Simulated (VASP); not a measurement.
# N under changes of volume

One of the cells (21.521 Å³/atom); the others are scaled copies at fixed shape and fractional positions:

```
CELL_PARAMETERS angstrom
5.56308 0.00000 0.00000
0.00000 5.56308 0.00000
0.00000 0.00000 5.56308
ATOMIC_POSITIONS crystal
N 0.05771 0.44229 0.55771
N 0.44229 0.55771 0.05771
N 0.55771 0.05771 0.44229
N 0.94229 0.94229 0.94229
N 0.94229 0.55771 0.44229
N 0.55771 0.44229 0.94229
N 0.44229 0.94229 0.55771
N 0.05771 0.05771 0.05771
```

- Program: VASP 6.6.1
- Functional: PBE
- Dispersion: D3(BJ)
- Potentials or basis: VASP PAW PBE potentials, release 64 (N)
- Cutoff: 520 eV
- k mesh: 4 × 4 × 4
- Occupations: gaussian, width 0.02 eV
- Spin: no spin polarisation

```csv
volume (Å³/atom),energy over the lowest point (meV/atom),pressure (GPa),gap on the mesh (eV),largest force (eV/Å)
20.660,?,?,?,?
21.090,2.98,1.7,7.22,1.215
21.521,0.00,0.0,7.17,0.055
21.951,1.39,-1.5,7.12,1.026
22.382,6.69,-2.8,7.07,2.033
```

**Question.** What does the run at 20.660 Å³/atom give?

**Answer.** Energy over the lowest point 10.67 meV/atom; pressure 3.6 GPa; gap on the mesh 7.27 eV; largest force 2.458 eV/Å.

Worked out: A Birch-Murnaghan fit of order 2 (a polynomial in V^(-2/3)) to the other rows has its minimum at 21.59 Å³/atom with B0 = V·E''(V) = 80 GPa at fixed shape and positions, which overstates the stiffness. It gives 10.73 meV/atom at 20.660 Å³/atom, against the run's 10.67, and -dE/dV = 3.8 GPa, against 3.6. A straight line through the other rows of the gap, of slope -2.52 eV per unit of ln V, extrapolates to 7.27 eV, against the run's 7.27.

Energies are extrapolated to zero smearing.

Caveats: the standard files for N, O and F lose accuracy on very short bonds; forces of over 1 eV/Å show positions far from the minimum, so gaps and moduli don't describe the material at rest (some runs).

A mesh can miss the band edges.
